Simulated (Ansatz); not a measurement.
SiO2:

```
Si O
1.0
     4.23317    0.00000    0.00000
     0.00000    4.23317    0.00000
     0.00000    0.00000    2.69349
Si O
2 4
Direct
  0.00000 0.00000 0.00000
  0.50000 0.50000 0.50000
  0.80684 0.19316 0.50000
  0.30684 0.30684 0.00000
  0.19316 0.80684 0.50000
  0.69316 0.69316 0.00000
```

The cell comes from a database or a generator and needn't be the stable form of this composition.

| Item | Value |
| --- | --- |
| Program | Ansatz 0.2.0 |
| Task | single point |
| Functional | PBE |
| Potentials or basis | Ansatz PAW |
| Cutoff | 420 eV (not typed: the program's choice for these potentials) |
| k mesh | 6 × 6 × 10 |
| Occupations | fermi-dirac, width 0.05 eV |
| Spin | no spin polarisation |

On this cell: pressure -0.1 GPa; largest force 0.012 eV/Å; band gap on the k mesh 5.03 eV, direct.

The same run follows on a disturbed copy (atoms moved at random, drawn with an rms of 0.05 Å):

```
Si O
1.0
     4.23317    0.00000    0.00000
     0.00000    4.23317    0.00000
     0.00000    0.00000    2.69349
Si O
2 4
Cartesian
  0.0008 0.0094 -0.0164
  2.1306 2.1251 1.3752
  3.4267 0.8291 1.2893
  1.2447 1.3345 0.0012
  0.8246 3.4161 1.3451
  2.9881 2.9215 0.0477
```

**Question.** What changes?

**Answer.** The energy moves by +19.4 meV/atom; pressure -0.6 GPa; largest force 1.322 eV/Å; band gap on the k mesh 4.92 eV, direct.

Forces on the atoms (eV/Å):
```
Si   0.382 -0.164 -0.176
Si  -0.365 -0.054 -0.196
O   -0.611 -0.163  1.161
O    1.198  0.081 -0.063
O    0.273  0.407  0.131
O   -0.875 -0.106 -0.856
```

Stress tensor (GPa, compression positive):
```
-2.25 -0.41 -0.80
-0.41  0.54  0.09
-0.80  0.09 -0.23
```

A k mesh can miss the band edges.
